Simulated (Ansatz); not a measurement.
A run of Ansatz 0.2.0 is set up as follows.

Contents of input.yaml:

```yaml
crystal:
  lattice:
    - [2.7663873939, 0.0, 0.0]
    - [-1.3831936969, 2.3957617598, 0.0]
    - [0.0, 0.0, 8.93884516]
  atoms:
    - { symbol: Re, position: [0.6666666667, 0.3333333333, 0.75] }
    - { symbol: Re, position: [0.0, 0.0, 0.5] }
    - { symbol: Re, position: [0.3333333333, 0.6666666667, 0.25] }
    - { symbol: Re, position: [0.0, 0.0, 0.0] }
hamiltonian:
  xc: blyp
  pseudopotentials: { kind: paw }
kpoints:
  mp_grid: { grid: [11, 11, 3] }
  band_path:
    path:
      - [[0.0, 0.0, 0.0], [0.5, 0.0, 0.0], [0.3333333333, 0.3333333333, 0.0], [0.0, 0.0, 0.0], [0.0, 0.0, 0.5], [0.5, 0.0, 0.5], [0.3333333333, 0.3333333333, 0.5], [0.0, 0.0, 0.5]]
      - [[0.5, 0.0, 0.5], [0.5, 0.0, 0.0]]
      - [[0.3333333333, 0.3333333333, 0.0], [0.3333333333, 0.3333333333, 0.5]]
    npoints: 14
scf:
  occupations: { method: fermi_dirac, width: 0.05 }
  n_extra_bands: 10
output:
  forces: true
  stress: true
  eigenvalues: true
  fatbands: false
```

Potentials or basis: Ansatz PAW.

Launch:

```sh
$ ansatz run input.yaml --threads 2 --pin off --max-ram 5120MiB --backend cpu --events-out ev --progress --plain --runs-dir out
```

(1) What does it give for the pressure?

(2) What does it give for the band gap on the k mesh?

Results:

(1) 16.9 GPa.

(2) none (metal or under the smearing width).

Caveat: so large a pressure means that the cell lies far from this level's equilibrium, or that cutoff or potentials fall short; spin-orbit coupling is left out, which moves the levels of the heavy elements; the PAW data sets come from PBE, with cores solved anew for the run's functional, which leaves a small shift of forces and pressure.
